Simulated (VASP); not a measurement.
Input of a VASP 6.6.1 run:

Contents of INCAR:

```
SYSTEM = TaN
PREC = Accurate
ENCUT = 700
EDIFF = 1E-6
ISMEAR = 0
SIGMA = 0.1
LREAL = .FALSE.
LASPH = .TRUE.
NELM = 60
ALGO = Normal
ISIF = 2
LWAVE = .FALSE.
LCHARG = .FALSE.
GGA = PS
NBANDS = 15
```

KPOINTS

```
regular mesh
0
G
  18 18 14
  0 0 0
```

File POSCAR:

```
TaN
1.0
    2.9257600000      0.0000000000      0.0000000000
   -1.4628800000      2.5337800000      0.0000000000
    0.0000000000      0.0000000000      2.8729500000
Ta N
1 1
Direct
    0.0000000000      1.0000000000      0.5000000000
    0.6666700000      0.3333300000      0.0000000000
```

Potentials or basis: VASP PAW PBE potentials, release 64 (Ta_pv, N).

Run with:

```console
$ cat potpaw_PBE.64/Ta_pv/POTCAR potpaw_PBE.64/N/POTCAR > POTCAR
$ mpirun -np 1 vasp_std > vasp.out
```

(1) What does it give for the pressure?

(2) Estimate the band gap on the k mesh.

## Answers

(1) 0.0 GPa.

(2) none (metal or under the smearing width).

Caveat: the PAW data sets were made with another functional, which shifts forces and pressure a little.
